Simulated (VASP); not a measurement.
# SrCl2 (Fm-3m) in VASP: further runs

Aim: see how the results for SrCl2 move with the level of theory and the settings. Levels: PBE, PBEsol. Tasks: equation of state.

Everything below comes from runs of VASP 6.6.1. Logs are shortened: lines on timing, memory, paths and dates and some standing lists are left out, and cuts for length are marked.

## (1) Starting point

The structure is cubic, space group Fm-3m (No. 225). Conventional cell: a = 6.977 Å, b = 6.977 Å, c = 6.977 Å, α = 90.00°, β = 90.00°, γ = 90.00°. Around Sr (site symmetry m-3m) lie 8 Cl at 3.02 Å. Cl (site symmetry -43m) is surrounded by 4 Sr at 3.02 Å.

## (2) Equation of state, PBE, 26.60 Å³/atom (volume scaled by 0.94)

Contents of INCAR:

```
ALGO = Normal
EDIFF = 1E-7
ENCUT = 520
GGA = PE
ISIF = 2
ISMEAR = -1
LASPH = True
LCHARG = False
LREAL = False
LWAVE = False
NBANDS = 19
NELM = 60
PREC = Accurate
SIGMA = 0.05
```

Contents of KPOINTS:

```
k-points
0
Gamma
  7 7 7
```

Contents of POSCAR:

```
SrCl2
1.0
    0.0000000000      3.4171392023      3.4171392023
    3.4171392023      0.0000000000      3.4171392023
    3.4171392023      3.4171392023      0.0000000000
Sr Cl
1 2
Direct
    0.0000000000      0.0000000000      0.0000000000
    0.7500000000      0.7500000000      0.7500000000
    0.2500000000      0.2500000000      0.2500000000
```

Potentials or basis: VASP PAW PBE potentials, release 64 (Sr_sv, Cl).

On the command line:

```
$ cat potpaw_PBE.64/Sr_sv/POTCAR potpaw_PBE.64/Cl/POTCAR > POTCAR
$ mpirun -np 1 vasp_std > vasp.out
```

OUTCAR:

```text
EDIFF = 1E-7
   ENCUT = 520
   GGA = PE
   ISIF = 2
   ISMEAR = -1
   LASPH = True
   LREAL = False
   NELM = 60
   PREC = Accurate

 ion  position               nearest neighbor table
   1  0.000  0.000  0.000-   2 2.96   2 2.96   2 2.96   2 2.96   3 2.96   3 2.96   3 2.96   3 2.96

   2  0.750  0.750  0.750-   1 2.96   1 2.96   1 2.96   1 2.96
   3  0.250  0.250  0.250-   1 2.96   1 2.96   1 2.96   1 2.96

  LATTYP: Found a face centered cubic cell.
 ALAT       =     6.8342784046

  Lattice vectors:

 A1 = (   0.0000000000,   3.4171392023,   3.4171392023)
 A2 = (   3.4171392023,   0.0000000000,   3.4171392023)
 A3 = (   3.4171392023,   3.4171392023,   0.0000000000)

Analysis of symmetry for initial positions (statically):
=====================================================================
 Subroutine PRICEL returns:
 Original cell was already a primitive cell.

 Routine SETGRP: Setting up the symmetry group for a
 face centered cubic supercell.

 Subroutine GETGRP returns: Found 48 space group operations
 (whereof 48 operations were pure point group operations)
 out of a pool of 48 trial point group operations.

The static configuration has the point symmetry O_h .

Analysis of symmetry for dynamics (positions and initial velocities):
=====================================================================
 Subroutine PRICEL returns:
 Original cell was already a primitive cell.

 Routine SETGRP: Setting up the symmetry group for a
 face centered cubic supercell.

 Subroutine GETGRP returns: Found 48 space group operations
 (whereof 48 operations were pure point group operations)
 out of a pool of 48 trial point group operations.

The dynamic configuration has the point symmetry O_h .

 Subroutine INISYM returns: Found 48 space group operations
 (whereof 48 operations are pure point group operations),
 and found     1 'primitive' translations

----------------------------------------------------------------------------------------

                                     Primitive cell

  volume of cell :      79.8028

  direct lattice vectors                    reciprocal lattice vectors
     0.000000000  3.417139202  3.417139202    -0.146321227  0.146321227  0.146321227
     3.417139202  0.000000000  3.417139202     0.146321227 -0.146321227  0.146321227
     3.417139202  3.417139202  0.000000000     0.146321227  0.146321227 -0.146321227

  length of vectors
     4.832564604  4.832564604  4.832564604     0.253435799  0.253435799  0.253435799

  position of ions in fractional coordinates (direct lattice)
     0.000000000  0.000000000  0.000000000
     0.750000000  0.750000000  0.750000000
     0.250000000  0.250000000  0.250000000

  ion indices of the primitive-cell ions
   primitive index   ion index
                 1           1
                 2           2
                 3           3

----------------------------------------------------------------------------------------

 KPOINTS: k-points

Automatic generation of k-mesh.
 Grid dimensions read from file:
 generate k-points for:    7    7    7

 Generating k-lattice:

  Cartesian coordinates                     Fractional coordinates (reciprocal lattice)
    -0.020903032  0.020903032  0.020903032     0.142857143  0.000000000  0.000000000
     0.020903032 -0.020903032  0.020903032     0.000000000  0.142857143  0.000000000
     0.020903032  0.020903032 -0.020903032     0.000000000  0.000000000  0.142857143

  Length of vectors
     0.036205114  0.036205114  0.036205114

  Shift w.r.t. Gamma in fractional coordinates (k-lattice)
     0.000000000  0.000000000  0.000000000

 Subroutine IBZKPT returns following result:
 ===========================================

 Found     20 irreducible k-points:

 Following reciprocal coordinates:
            Coordinates               Weight
  0.000000  0.000000  0.000000      1.000000
  0.142857  0.000000  0.000000      8.000000
  0.285714  0.000000  0.000000      8.000000
  0.428571  0.000000  0.000000      8.000000
  0.142857  0.142857  0.000000      6.000000
  0.285714  0.142857  0.000000     24.000000
[... 12 lines left out ...]
 -0.428571  0.428571  0.142857     24.000000
 -0.285714  0.428571  0.142857     24.000000
   k-points           NKPTS =     20   k-points in BZ     NKDIM =     20   number of bands    NBANDS=     19
   number of dos      NEDOS =    301   number of ions     NIONS =      3
   total plane-waves  NPLWV =  46656
   dimension x,y,z NGX =    36 NGY =   36 NGZ =   36
   dimension x,y,z NGXF=    72 NGYF=   72 NGZF=   72
   ions per type =               1   2
   NGX,Y,Z   is equivalent  to a cutoff of  12.38, 12.38, 12.38 a.u.
   NGXF,Y,Z  is equivalent  to a cutoff of  24.77, 24.77, 24.77 a.u.
 SYSTEM =  unknown system
   PREC   = accura    normal or accurate (medium, high low for compatibility)
   ISTART =      0    job   : 0-new  1-cont  2-samecut
   ICHARG =      2    charge: 1-file 2-atom 10-const
   ISPIN  =      1    spin polarized calculation?
   LNONCOLLINEAR =      F non collinear calculations
   LSORBIT =      F    spin-orbit coupling
   LASPH  =      T    aspherical Exc in radial PAW
   ENCUT  =  520.0 eV  38.22 Ry    6.18 a.u.   8.99  8.99  8.99*2*pi/ulx,y,z
   NELM   =     60;   NELMIN=  2; NELMDL= -5     # of ELM steps
   EDIFF  = 0.1E-06   stopping-criterion for ELM
   LREAL  =      F    real-space projection
   EDIFFG = 0.1E-05   stopping-criterion for IOM
   NSW    =      0    number of steps for IOM
   IBRION =     -1    ionic relax: 0-MD 1-quasi-New 2-CG
   NFREE  =      0    steps in history (QN), initial steepest desc. (CG)
   ISIF   =      2    stress and relaxation
   ISYM   =      2    0-nonsym 1-usesym 2-fastsym
   POTIM  = 0.5000    time-step for ionic-motion
   TEBEG  =    0.0;   TEEND  =   0.0 temperature during run
   PSTRESS=    0.0 pullay stress
   NELECT =      24.0000    total number of electrons
   NUPDOWN=      -1.0000    fix difference up-down
   EMIN   =  10.00;   EMAX   =-10.00  energy-range for DOS
   EFERMI =   0.00;   METHOD = LEGACY
   ISMEAR =    -1;   SIGMA  =   0.05  broadening in eV -4-tet -1-fermi 0-gaus
   EFERMI_NEDOS =   21; number of points for ismear=-14 and -15
   IALGO  =     38    algorithm
   IMIX   =      4    mixing-type and parameters
     AMIX     =   0.40;   BMIX     =  1.00
     AMIX_MAG =   1.60;   BMIX_MAG =  1.00
  volume/ion in A,a.u.               =      26.60       179.51
  Fermi-wavevector in a.u.,A,eV,Ry     =   1.096830  2.072708 16.368293  1.203036
  Thomas-Fermi vector in A             =   2.233179
   LORBIT       =      0    0 simple, 1 ext, 2 COOP (PROOUT), +10 PAW based schemes
   GGA     = PE    functional components
   LHFCALC =     F    Hartree Fock is set to
   AEXX    =    0.0000 exact exchange contribution
   IVDW    =     0    specifies the selected vdW correction
   LEPSILON=     F    determine dielectric tensor
   LRPA    =     F    only Hartree local field effects (RPA)
 non-spin polarized calculation
  energy-cutoff  :      520.00
  volume of cell :       79.80
 maximum number of plane-waves:      2168
   NGX = 17   NGY = 17   NGZ = 17

 number of electron      23.9999998 magnetization

 Free energy of the ion-electron system (eV)
  ---------------------------------------------------
  ext. energy  EPLUGINS =         0.00000000
  ---------------------------------------------------
  free energy    TOTEN  =       -12.70538021 eV

  energy without entropy =      -12.70538021  energy(sigma->0) =      -12.70538021

 E-fermi :   1.6589     XC(G=0):  -8.5529

 val. band max:        0.5360525454   @ k =  -0.4286   0.4286   0.0000
 cond. band min:       6.1116710956   @ k =   0.4286   0.4286   0.0000
 fundamental gap:      5.5756185502
 Fermi energy:         1.6589435593

 k-point     1 :       0.0000    0.0000    0.0000
  band No.  band energies     occupation
      1     -32.1162      2.00000
      2     -14.1369      2.00000
      3     -14.1369      2.00000
      4     -14.1369      2.00000
      5     -12.9317      2.00000
      6     -11.9480      2.00000
[... 11 lines left out ...]
     18       9.7124      0.00000
     19      10.2624      0.00000

 k-point     2 :       0.1429    0.0000    0.0000
  band No.  band energies     occupation
      1     -32.1153      2.00000
      2     -14.2476      2.00000
      3     -14.1405      2.00000
      4     -14.1405      2.00000
      5     -12.7675      2.00000
      6     -11.9988      2.00000
[... 11 lines left out ...]
     18       9.5497      0.00000
     19      10.5986      0.00000

 k-point     3 :       0.2857    0.0000    0.0000
  band No.  band energies     occupation
      1     -32.1133      2.00000
      2     -14.4279      2.00000
      3     -14.1485      2.00000
      4     -14.1485      2.00000
      5     -12.5184      2.00000
      6     -12.0514      2.00000
[... 11 lines left out ...]
     18       9.3980      0.00000
     19      10.3379      0.00000

 k-point     4 :       0.4286    0.0000    0.0000
  band No.  band energies     occupation
      1     -32.1117      2.00000
      2     -14.5364      2.00000
      3     -14.1549      2.00000
      4     -14.1549      2.00000
      5     -12.4736      2.00000
      6     -11.9651      2.00000
[... 11 lines left out ...]
     18       9.4535      0.00000
     19       9.6670      0.00000

 k-point     5 :       0.1429    0.1429    0.0000
  band No.  band energies     occupation
      1     -32.1150      2.00000
      2     -14.2744      2.00000
      3     -14.1455      2.00000
      4     -14.1455      2.00000
      5     -12.7098      2.00000
      6     -12.0201      2.00000
[... 11 lines left out ...]
     18       9.4694      0.00000
     19       9.9918      0.00000

 k-point     6 :       0.2857    0.1429    0.0000
  band No.  band energies     occupation
      1     -32.1134      2.00000
      2     -14.4086      2.00000
      3     -14.1667      2.00000
      4     -14.1544      2.00000
      5     -12.4708      2.00000
      6     -12.0930      2.00000
[... 11 lines left out ...]
     18       9.5583      0.00000
     19      10.1617      0.00000

 k-point     7 :       0.4286    0.1429    0.0000
  band No.  band energies     occupation
      1     -32.1116      2.00000
      2     -14.5052      2.00000
      3     -14.2082      2.00000
      4     -14.1604      2.00000
      5     -12.3696      2.00000
      6     -12.0378      2.00000
[... 11 lines left out ...]
     18       9.5749      0.00000
     19      10.1403      0.00000

 k-point     8 :      -0.4286    0.1429    0.0000
  band No.  band energies     occupation
      1     -32.1111      2.00000
      2     -14.5218      2.00000
      3     -14.2350      2.00000
      4     -14.1592      2.00000
      5     -12.3754      2.00000
      6     -11.9840      2.00000
[... 168 lines left out ...]
 k-point    16 :      -0.4286    0.4286    0.0000
  band No.  band energies     occupation
      1     -32.1099      2.00000
      2     -14.6004      2.00000
      3     -14.2367      2.00000
      4     -14.1793      2.00000
      5     -12.2646      2.00000
      6     -11.9688      2.00000
[... 11 lines left out ...]
     18      10.1679      0.00000
     19      10.7113      0.00000

 k-point    17 :       0.4286    0.2857    0.1429
  band No.  band energies     occupation
      1     -32.1119      2.00000
      2     -14.4770      2.00000
      3     -14.2293      2.00000
      4     -14.1602      2.00000
      5     -12.2669      2.00000
      6     -12.1484      2.00000
[... 11 lines left out ...]
     18       9.3103      0.00000
     19      10.5029      0.00000

 k-point    18 :      -0.4286    0.2857    0.1429
  band No.  band energies     occupation
      1     -32.1107      2.00000
      2     -14.4864      2.00000
      3     -14.3174      2.00000
      4     -14.1678      2.00000
      5     -12.2320      2.00000
      6     -12.0622      2.00000
[... 11 lines left out ...]
     18       9.8947      0.00000
     19      10.5197      0.00000

 k-point    19 :      -0.4286    0.4286    0.1429
  band No.  band energies     occupation
      1     -32.1101      2.00000
      2     -14.5540      2.00000
      3     -14.2760      2.00000
      4     -14.1795      2.00000
      5     -12.2131      2.00000
      6     -12.0319      2.00000
[... 11 lines left out ...]
     18      10.1352      0.00000
     19      10.8438      0.00000

 k-point    20 :      -0.2857    0.4286    0.1429
  band No.  band energies     occupation
      1     -32.1100      2.00000
      2     -14.4662      2.00000
      3     -14.3894      2.00000
      4     -14.1782      2.00000
      5     -12.1511      2.00000
      6     -12.0673      2.00000
[... 11 lines left out ...]
     18      10.3328      0.00000
     19      11.2586      0.00000

------------------------ aborting loop because EDIFF is reached ----------------------------------------

  FORCE on cell =-STRESS in cart. coord.  units (eV):
  Direction    XX          YY          ZZ          XY          YZ          ZX
  --------------------------------------------------------------------------------------
  -------------------------------------------------------------------------------------
  Total        1.8929108      1.8929108      1.8929108     -0.0000000      0.0000000     -0.0000000
  in kB       38.0034231     38.0034231     38.0034231     -0.0000000      0.0000000     -0.0000000
  external PRESSURE =      38.0034231 kB  Pullay stress =       0.0000000 kB

 VOLUME and BASIS-vectors are now :
 -----------------------------------------------------------------------------
  energy-cutoff  :      520.00
  volume of cell :       79.80
      direct lattice vectors                 reciprocal lattice vectors
     0.000000000  3.417139202  3.417139202    -0.146321227  0.146321227  0.146321227
     3.417139202  0.000000000  3.417139202     0.146321227 -0.146321227  0.146321227
     3.417139202  3.417139202  0.000000000     0.146321227  0.146321227 -0.146321227

 POSITION                                       TOTAL-FORCE (eV/Angst)
 -----------------------------------------------------------------------------------
      0.00000      0.00000      0.00000         0.000000      0.000000      0.000000
      5.12571      5.12571      5.12571        -0.000000     -0.000000     -0.000000
      1.70857      1.70857      1.70857        -0.000000      0.000000      0.000000
 -----------------------------------------------------------------------------------
    total drift:                                0.000000      0.000000      0.000000

  FREE ENERGIE OF THE ION-ELECTRON SYSTEM (eV)
  ---------------------------------------------------
  free  energy   TOTEN  =       -12.7053802111 eV

  energy  without entropy=      -12.7053802111  energy(sigma->0) =      -12.70538021
```

It took 19 s on 1 thread of Intel Xeon 6975P-C (Granite Rapids), shared host; peak memory 0.19 GiB.

What came out:

```yaml
Free_energy: -12.7054 eV
Pressure: 3.8 GPa
Band_gap_on_the_k_mesh: 5.58 eV, indirect (least direct gap 5.69 eV)
```

Caveat: an odd mesh through Γ misses points on the zone boundary, where band edges often lie.

## (3) Equation of state, PBE, 27.17 Å³/atom (volume scaled by 0.96)

Contents of INCAR:

```
PREC     = Accurate       # precision mode
ENCUT    = 520            # plane-wave cutoff, eV
EDIFF    = 1E-7           # SCF threshold, eV
ISMEAR   = -1             # smearing method
SIGMA    = 0.05           # smearing width, eV
LREAL    = False          # projectors in reciprocal space
LASPH    = True           # aspherical terms in the spheres
NELM     = 60             # most SCF steps
ALGO     = Normal         # electronic algorithm
ISIF     = 2              # what is computed and relaxed
LWAVE    = False          # write WAVECAR
LCHARG   = False          # write CHGCAR
GGA      = PE             # functional
NBANDS   = 19             # bands
```

Contents of KPOINTS:

```
regular mesh
0
Gamma
  7 7 7
```

Contents of POSCAR:

```
SrCl2
1.0
    0.0000000000      3.4412043558      3.4412043558
    3.4412043558      0.0000000000      3.4412043558
    3.4412043558      3.4412043558      0.0000000000
Sr Cl
1 2
Direct
    0.0000000000      0.0000000000      0.0000000000
    0.7500000000      0.7500000000      0.7500000000
    0.2500000000      0.2500000000      0.2500000000
```

Potentials or basis: VASP PAW PBE potentials, release 64 (Sr_sv, Cl).

On the command line:

```
$ cat potpaw_PBE.64/Sr_sv/POTCAR potpaw_PBE.64/Cl/POTCAR > POTCAR
$ mpirun -np 1 vasp_std > vasp.out
```

Run time: 20 s. Hardware: 1 thread of Intel Xeon 6975P-C (Granite Rapids), shared host; peak memory 0.2 GiB.

It converged, with:

```
Free energy            : -12.7409 eV
Pressure               : 2.8 GPa
Band gap on the k mesh : 5.54 eV, indirect (least direct gap 5.70 eV)
```

Caveat: an odd mesh through Γ misses points on the zone boundary, where band edges often lie.

## (4) Equation of state, PBE, 27.73 Å³/atom (volume scaled by 0.98)

Contents of INCAR:

```
SYSTEM = SrCl2
ALGO     = Normal         ! electronic algorithm
EDIFF    = 1E-7           ! SCF threshold, eV
ENCUT    = 520            ! plane-wave cutoff, eV
GGA      = PE             ! functional
ISIF     = 2              ! what is computed and relaxed
ISMEAR   = -1             ! smearing method
LASPH    = .TRUE.         ! aspherical terms in the spheres
LCHARG   = .FALSE.        ! write CHGCAR
LREAL    = .FALSE.        ! projectors in reciprocal space
LWAVE    = .FALSE.        ! write WAVECAR
NBANDS   = 19             ! bands
NELM     = 80             ! most SCF steps
PREC     = Accurate       ! precision mode
SIGMA    = 0.05           ! smearing width, eV
```

Contents of KPOINTS:

```
k-points
0
G
  7 7 7
  0 0 0
```

Contents of POSCAR:

```
SrCl2
1.0
    0.0000000000      3.4649375496      3.4649375496
    3.4649375496      0.0000000000      3.4649375496
    3.4649375496      3.4649375496      0.0000000000
Sr Cl
1 2
Direct
    0.0000000000      0.0000000000      0.0000000000
    0.7500000000      0.7500000000      0.7500000000
    0.2500000000      0.2500000000      0.2500000000
```

On the command line:

```
$ cat potpaw_PBE.64/Sr_sv/POTCAR potpaw_PBE.64/Cl/POTCAR > POTCAR
$ mpirun -np 1 vasp_std > vasp.out
```

Wall time 18 s (1 thread of Intel Xeon 6975P-C (Granite Rapids), shared host); peak memory 0.2 GiB.

Results (log left out):

| Item | Value |
| --- | --- |
| Free energy | -12.7662 eV |
| Pressure | 1.9 GPa |
| Band gap on the k mesh | 5.45 eV, indirect (least direct gap 5.70 eV) |

Caveat: an odd mesh through Γ misses points on the zone boundary, where band edges often lie.

## (5) Equation of state, PBE, 28.86 Å³/atom (volume scaled by 1.02)

Contents of INCAR:

```
ALGO = Normal ; EDIFF = 1E-7
ENCUT = 520 ; GGA = PE
ISIF = 2 ; ISMEAR = -1
LASPH = T ; LCHARG = F
LREAL = F ; LWAVE = F
NBANDS = 19 ; NELM = 80
PREC = Accurate ; SIGMA = 0.05
```

Contents of KPOINTS:

```
k-points
0
Gamma
  7 7 7
```

Contents of POSCAR:

```
SrCl2
1.0
    0.0000000000      3.5114523289      3.5114523289
    3.5114523289      0.0000000000      3.5114523289
    3.5114523289      3.5114523289      0.0000000000
Sr Cl
1 2
Direct
    0.0000000000      0.0000000000      0.0000000000
    0.7500000000      0.7500000000      0.7500000000
    0.2500000000      0.2500000000      0.2500000000
```

On the command line:

```
$ cat potpaw_PBE.64/Sr_sv/POTCAR potpaw_PBE.64/Cl/POTCAR > POTCAR
$ mpirun -np 1 vasp_std > vasp.out
```

Run time: 28 s. Hardware: 1 thread of Intel Xeon 6975P-C (Granite Rapids), shared host; peak memory 0.23 GiB.

Results (log left out):

```yaml
Free_energy: -12.7903 eV
Pressure: 0.3 GPa
Band_gap_on_the_k_mesh: 5.30 eV, indirect (least direct gap 5.59 eV)
```

Caveat: an odd mesh through Γ misses points on the zone boundary, where band edges often lie.

(Part 1 of 2 ends here.)
